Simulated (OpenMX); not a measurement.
Crystal: Al2Pt.

```
Pt Al
1.0
     0.00000    2.95500    2.95500
     2.95500    0.00000    2.95500
     2.95500    2.95500    0.00000
Pt Al
1 2
Direct
  0.00000 0.00000 0.00000
  0.75000 0.75000 0.75000
  0.25000 0.25000 0.25000
```

```yaml
Program: OpenMX 3.8.5
Task: single point
Functional: PBE
Potentials_or_basis: OpenMX 2013 PBE set, Pt7.0-s3p2d2f1, Al7.0-s2p2d1, grid cutoff 400 Ry
k_mesh: 9 × 9 × 9
Occupations: fermi-dirac, width 0.05 eV
Spin: no spin polarisation
```

On this cell: pressure 2.5 GPa; largest force zero by symmetry; band gap on the k mesh none (metal or under the smearing width).

The same run follows on a disturbed copy (atoms moved at random, drawn with an rms of 0.05 Å):

```
Pt Al
1.0
     0.00000    2.95500    2.95500
     2.95500    0.00000    2.95500
     2.95500    2.95500    0.00000
Pt Al
1 2
Direct
  0.01173 0.98495 0.99436
  0.75402 0.75336 0.74357
  0.25103 0.24881 0.25647
```

Question: What does the disturbed cell give?

Answer: The energy (extrapolated to zero smearing) moves by +8.9 meV/atom; pressure 2.8 GPa; largest force 0.631 eV/Å; band gap on the k mesh none (metal or under the smearing width).

Forces in eV/Å, atoms in the order of the input:
```
Pt   0.600 -0.081  0.176
Al  -0.178  0.166 -0.196
Al  -0.430 -0.080  0.025
```

Caveats: the basis of atomic orbitals isn't converged, which shifts pressures, moduli and gaps.
